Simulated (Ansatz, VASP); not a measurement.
**Two plane-wave programs on AlNi3**

```xyz
4
Lattice="3.5231 0.0000 0.0000 0.0000 3.5231 0.0000 0.0000 0.0000 3.5231" Properties=species:S:1:pos:R:3 pbc="T T T"
Ni    1.7615    1.7615    0.0000
Ni    1.7615    0.0000    1.7615
Ni    0.0000    1.7615    1.7615
Al    0.0000    0.0000    0.0000
```

The cell is a database's computed one.

Alike in both runs: functional PBE; k mesh 8 × 8 × 8; occupations fermi-dirac, width 0.05 eV; collinear spin.

```csv
,VASP,Ansatz
version,VASP 6.6.1,Ansatz 0.2.0
potentials or method,"VASP PAW PBE potentials, release 64 (Ni, Al)",Ansatz PAW
plane-wave cutoff (eV),520,420
valence electrons in the cell,33,57
task,single point,band structure
```

|  | VASP | Ansatz | Ansatz less VASP |
| --- | --- | --- | --- |
| gap on the k mesh at the Fermi level (eV) | none | none | - |
| pressure (GPa) | 7.4 | 7.3 | -0.04 |
| net moment per atom (μB) | 0.17 | 0.18 | +0.009 |
| size of the moment on the site where the two differ most (μB) | 0.24 | 0.26 | +0.023 |

Site moments also hang on the region over which each program counts them. A gap of «none» marks a metal or a gap that the smearing closes. The two sets of potentials don't hold the same shells in valence.
